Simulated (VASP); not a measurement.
# GaN (P6_3mc) in VASP: relaxation of cell and atoms with PBEsol

Aim: the relaxation of cell and atoms of GaN with PBEsol.

All numbers are computed with VASP 6.6.1; they aren't measurements. Logs are shortened: lines on timing, memory, paths and dates and some standing lists are left out, and cuts for length are marked.

### 1 The structure

It takes space group P6_3mc (No. 186, hexagonal). Conventional cell: a = 3.190 Å, b = 3.190 Å, c = 5.189 Å, α = 90.00°, β = 90.00°, γ = 120.00°. Around Ga (site symmetry 3m) lie 4 N at 1.95 to 1.96 Å. N (site symmetry 3m) is surrounded by 4 Ga at 1.95 to 1.96 Å.

The cell was built by a generator and needn't be a form met in nature.

### 2 Relaxation of cell and atoms, PBEsol

Contents of INCAR:

```
PREC = Accurate
ENCUT = 600
EDIFF = 1E-6
ISMEAR = -1
SIGMA = 0.05
LREAL = False
LASPH = True
NELM = 100
ALGO = Normal
ISIF = 3
LWAVE = False
LCHARG = False
GGA = PS
IBRION = 2
NSW = 40
EDIFFG = -0.005
KPAR = 4
```

Contents of KPOINTS:

```
Automatic mesh
0
Gamma
  10 10 6
```

Contents of POSCAR:

```
GaN
1.0
    3.1900000000      0.0000000000      0.0000000000
   -1.5950000000      2.7626210381      0.0000000000
    0.0000000000      0.0000000000      5.1890000000
Ga N
2 2
Direct
    0.3333333333      0.6666666667      0.0000000000
    0.6666666667      0.3333333333      0.5000000000
    0.3333333333      0.6666666667      0.3768000000
    0.6666666667      0.3333333333      0.8768000000
```

Potentials or basis: VASP PAW PBE potentials, release 64 (Ga_d, N).

On the command line:

```bash
> cat potpaw_PBE.64/Ga_d/POTCAR potpaw_PBE.64/N/POTCAR > POTCAR
> mpirun -np 4 vasp_std > vasp.out
```

OUTCAR:

```text
PREC = Accurate
   ENCUT = 600
   EDIFF = 1E-6
   ISMEAR = -1
   LREAL = False
   LASPH = True
   NELM = 100
   ISIF = 3
   GGA = PS
   IBRION = 2
   NSW = 40
   EDIFFG = -0.005

 ion  position               nearest neighbor table
   1  0.333  0.667  0.000-   4 1.95   4 1.95   4 1.95   3 1.96
   2  0.667  0.333  0.500-   3 1.95   3 1.95   3 1.95   4 1.96
   3  0.333  0.667  0.377-   2 1.95   2 1.95   2 1.95   1 1.96
   4  0.667  0.333  0.877-   1 1.95   1 1.95   1 1.95   2 1.96

  LATTYP: Found a hexagonal cell.
 ALAT       =     3.1900000000
 C/A-ratio  =     1.6266457680

  Lattice vectors:

 A1 = (   3.1900000000,   0.0000000000,   0.0000000000)
 A2 = (  -1.5950000000,   2.7626210381,   0.0000000000)
 A3 = (   0.0000000000,   0.0000000000,   5.1890000000)

Analysis of symmetry for initial positions (statically):
=====================================================================
 Subroutine PRICEL returns:
 Original cell was already a primitive cell.

 Routine SETGRP: Setting up the symmetry group for a
 hexagonal supercell.

 Subroutine GETGRP returns: Found 12 space group operations
 (whereof  6 operations were pure point group operations)
 out of a pool of 24 trial point group operations.

The static configuration has the point symmetry C_3v.
 The point group associated with its full space group is C_6v.

Analysis of symmetry for dynamics (positions and initial velocities):
=====================================================================
 Subroutine PRICEL returns:
 Original cell was already a primitive cell.

 Routine SETGRP: Setting up the symmetry group for a
 hexagonal supercell.

 Subroutine GETGRP returns: Found 12 space group operations
 (whereof  6 operations were pure point group operations)
 out of a pool of 24 trial point group operations.

The dynamic configuration has the point symmetry C_3v.
 The point group associated with its full space group is C_6v.

 Subroutine INISYM returns: Found 12 space group operations
 (whereof  6 operations are pure point group operations),
 and found     1 'primitive' translations

----------------------------------------------------------------------------------------

                                     Primitive cell

  volume of cell :      45.7294

  direct lattice vectors                    reciprocal lattice vectors
[... 100 lines left out ...]
   TEBEG  =    0.0;   TEEND  =   0.0 temperature during run
   PSTRESS=    0.0 pullay stress
   NELECT =      36.0000    total number of electrons
   NUPDOWN=      -1.0000    fix difference up-down
   EMIN   =  10.00;   EMAX   =-10.00  energy-range for DOS
   EFERMI =   0.00;   METHOD = LEGACY
   ISMEAR =    -1;   SIGMA  =   0.05  broadening in eV -4-tet -1-fermi 0-gaus
   EFERMI_NEDOS =   21; number of points for ismear=-14 and -15
   IALGO  =     38    algorithm
   IMIX   =      4    mixing-type and parameters
     AMIX     =   0.40;   BMIX     =  1.00
     AMIX_MAG =   1.60;   BMIX_MAG =  1.00
  volume/ion in A,a.u.               =      11.43        77.15
  Fermi-wavevector in a.u.,A,eV,Ry     =   1.511624  2.856555 31.089409  2.285007
  Thomas-Fermi vector in A             =   2.621656
   LORBIT       =      0    0 simple, 1 ext, 2 COOP (PROOUT), +10 PAW based schemes
   GGA     = PS    functional components
   LHFCALC =     F    Hartree Fock is set to
   AEXX    =    0.0000 exact exchange contribution
   IVDW    =     0    specifies the selected vdW correction
   LEPSILON=     F    determine dielectric tensor
   LRPA    =     F    only Hartree local field effects (RPA)
 conjugate gradient relaxation of ions
 non-spin polarized calculation
  energy-cutoff  :      600.00
  volume of cell :       45.73
 maximum number of plane-waves:      1550
 NGX is ok and might be reduce to    28
   NGX = 13   NGY = 13   NGZ = 21

--------------------------------------- Ionic step        1  -------------------------------------------

 number of electron      35.9999996 magnetization

 Free energy of the ion-electron system (eV)
  ---------------------------------------------------
  ext. energy  EPLUGINS =         0.00000000
  ---------------------------------------------------
  free energy    TOTEN  =       -26.27111198 eV

  energy without entropy =      -26.27111198  energy(sigma->0) =      -26.27111198

------------------------ aborting loop because EDIFF is reached ----------------------------------------

  FORCE on cell =-STRESS in cart. coord.  units (eV):
  Direction    XX          YY          ZZ          XY          YZ          ZX
  --------------------------------------------------------------------------------------
  -------------------------------------------------------------------------------------
  Total       -0.4424545     -0.4424545     -0.2833370      0.0000000      0.0000000      0.0000000
  in kB      -15.5018504    -15.5018504     -9.9270055      0.0000000      0.0000000      0.0000000
  external PRESSURE =     -13.6435688 kB  Pullay stress =       0.0000000 kB
[... 291 lines left out ...]
--------------------------------------- Ionic step        9  -------------------------------------------

 number of electron      35.9999995 magnetization

 Free energy of the ion-electron system (eV)
  ---------------------------------------------------
  ext. energy  EPLUGINS =         0.00000000
  ---------------------------------------------------
  free energy    TOTEN  =       -26.27263274 eV

  energy without entropy =      -26.27263274  energy(sigma->0) =      -26.27263274

 E-fermi :   6.2548     XC(G=0): -11.9389

 val. band max:        5.2574169143   @ k =   0.0000   0.0000   0.0000
 cond. band min:       7.1641943066   @ k =   0.0000   0.0000   0.0000
 fundamental gap:      1.9067773923
 Fermi energy:         6.2548159054

 k-point     1 :       0.0000    0.0000    0.0000
  band No.  band energies     occupation
      1     -10.7775      2.00000
      2      -9.8018      2.00000
      3      -8.1499      2.00000
      4      -8.1339      2.00000
      5      -8.1339      2.00000
      6      -8.0707      2.00000
[... 589 lines left out ...]
     21      12.2115      0.00000
     22      13.3901      0.00000

 [... further k-points ...]

------------------------ aborting loop because EDIFF is reached ----------------------------------------

  FORCE on cell =-STRESS in cart. coord.  units (eV):
  Direction    XX          YY          ZZ          XY          YZ          ZX
  --------------------------------------------------------------------------------------
  -------------------------------------------------------------------------------------
  Total        0.0029397      0.0029397      0.0184660      0.0000000      0.0000000     -0.0000000
  in kB        0.1037475      0.1037475      0.6517091      0.0000000      0.0000000     -0.0000000
  external PRESSURE =       0.2864013 kB  Pullay stress =       0.0000000 kB
[... 19 lines left out ...]
  FREE ENERGIE OF THE ION-ELECTRON SYSTEM (eV)
  ---------------------------------------------------
  free  energy   TOTEN  =       -26.2726327435 eV

  energy  without entropy=      -26.2726327434  energy(sigma->0) =      -26.27263274

 reached required accuracy - stopping structural energy minimisation
```

CONTCAR:

```text
GaN
   1.00000000000000
     3.1805406339004669    0.0000000000000000   -0.0000000000000000
    -1.5902703169502335    2.7544289867538612    0.0000000000000000
    -0.0000000000000000    0.0000000000000000    5.1819972234469036
  Ga              N
     2     2
Direct
     0.3333333332999970    0.6666666667000030    0.0001050354834972
     0.6666666667000030    0.3333333332999970    0.5001050354834973
     0.3333333332999970    0.6666666667000030    0.3766949645165059
     0.6666666667000030    0.3333333332999970    0.8766949645165056

  0.00000000E+00  0.00000000E+00  0.00000000E+00
  0.00000000E+00  0.00000000E+00  0.00000000E+00
  0.00000000E+00  0.00000000E+00  0.00000000E+00
  0.00000000E+00  0.00000000E+00  0.00000000E+00
```

It took 40 s on 4 MPI ranks of Intel Xeon 6975P-C (Granite Rapids), shared host; peak memory 0.22 GiB.

What came out:

```
Free energy                            : -26.2726 eV
Relaxed volume                         : 11.35 Å³/atom
Relaxed cell                           : a = 3.181 Å, b = 3.181 Å, c = 5.182 Å, α = 90.00°, β = 90.00°, γ = 120.00°
Space group after relaxing (to 0.05 Å) : P6_3mc (No. 186)
Energy gained by relaxing              : 0.4 meV/atom
Ionic steps                            : 9
Pressure after relaxing                : 0.0 GPa
Band gap on the k mesh                 : 1.91 eV, direct
```

The path:
| step | energy change (eV) | largest force (eV/Å) | pressure (GPa) | volume (Å³) |
| --- | --- | --- | --- | --- |
| 1 | 0.0000 | 0.0060 | -1.36 | 45.73 |
| 2 | -0.0002 | 0.0228 | 1.34 | 45.09 |
| 3 | -0.0015 | 0.0085 | -0.02 | 45.39 |
| 4 | -0.0015 | 0.0090 | 0.09 | 45.38 |
| 5 | -0.0015 | 0.0035 | -0.17 | 45.42 |
| 6 | -0.0015 | 0.0059 | -0.03 | 45.41 |
| 7 | -0.0015 | 0.0034 | -0.13 | 45.41 |
| 8 | -0.0015 | 0.0070 | -0.06 | 45.41 |
| 9 | -0.0015 | 0.0016 | 0.03 | 45.40 |

Final structure:
```
CELL_PARAMETERS angstrom
3.18054 0.00000 0.00000
-1.59027 2.75443 0.00000
0.00000 0.00000 5.18200
ATOMIC_POSITIONS crystal
Ga 0.33333 0.66667 0.00011
Ga 0.66667 0.33333 0.50011
N 0.33333 0.66667 0.37669
N 0.66667 0.33333 0.87670
```

Levels at points of the mesh, in eV from the valence-band top:
```tsv
k point	band 16	band 17	band 18	band 19	band 20	band 21
(0.00, 0.00, 0.00)	-0.04	0.00	0.00	1.91	4.22	9.13
(0.50, 0.00, 0.00)	-2.79	-2.26	-1.02	4.95	5.53	5.95
(0.00, 0.00, 0.50)	-0.54	-0.54	-0.54	4.23	4.23	8.39
(0.50, 0.00, 0.50)	-1.98	-1.93	-1.93	4.31	4.31	7.72
```

Caveat: the PAW data sets were made with another functional, which shifts forces and pressure a little. A hybrid or GW would open this gap; PBEsol tends to underestimate it.
